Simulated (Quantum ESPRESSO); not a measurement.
# Bi: phonons at points of the zone under several settings

```
CELL_PARAMETERS angstrom
-1.98143 1.98143 1.98143
1.98143 -1.98143 1.98143
1.98143 1.98143 -1.98143
ATOMIC_POSITIONS crystal
Bi 0.00000 0.00000 0.00000
```

This isn't the form of Bi at room conditions, which is rhombohedral.

All runs used Quantum ESPRESSO 7.5; potentials PseudoDojo 0.4.1 SR LDA standard; k mesh 9 × 9 × 9; given cell, atoms relaxed; no spin polarisation; cutoff 952 eV; occupations cold, width 0.2 eV.

```csv
level,point,frequencies (cm⁻¹)
LDA,"H (0.500, -0.500, 0.500)",46 46 46
LDA,"N (0.000, 0.000, 0.500)",55i 19i 54
LDA,"P (0.250, 0.250, 0.250)",?
```

Q: What stands in the row left open?

A: Frequencies 66 66 66 cm⁻¹.

Values marked i are imaginary: the cell is unstable against those modes at that level, or the meshes are too thin.

Caveats: the cell is more than 3 GPa from zero pressure, which shifts response properties; the q point doesn't lie on the k mesh, which can shift a metal's frequencies strongly unless the mesh is converged; some modes are imaginary (some runs).

For the row left open. Caveat: the cell is more than 3 GPa from zero pressure, which shifts response properties; the q point doesn't lie on the k mesh, which can shift a metal's frequencies strongly unless the mesh is converged.
